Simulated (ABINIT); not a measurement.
The system is Sn.

```
CELL_PARAMETERS angstrom
0.00000 3.23334 3.23334
3.23334 0.00000 3.23334
3.23334 3.23334 0.00000
ATOMIC_POSITIONS crystal
Sn 0.75000 0.75000 0.75000
Sn 0.50000 0.50000 0.50000
```

This isn't the form of Sn at room conditions, which is tetragonal (white tin).

Base run:

```yaml
Program: ABINIT 10.8.3 (patched build)
Functional: PBEsol
Potentials_or_basis: PseudoDojo NC SR PBEsol v0.4.1 standard
Cutoff: 980 eV
k_mesh: 7 × 7 × 7
Occupations: fermi-dirac, width 0.05 eV
Spin: no spin polarisation
```

Its results: band gap on the k mesh none (metal or under the smearing width); pressure 1.7 GPa.

Q: The run is repeated on the same cell with these changes: functional from PBEsol to LDA; potentials or basis from PseudoDojo NC SR PBEsol v0.4.1 standard to PseudoDojo NC SR LDA v0.4.1 standard. What comes out?

A: Band gap on the k mesh none (metal or under the smearing width); pressure 0.1 GPa.

Caveats: spin-orbit coupling is left out, which moves the levels of the heavy elements.
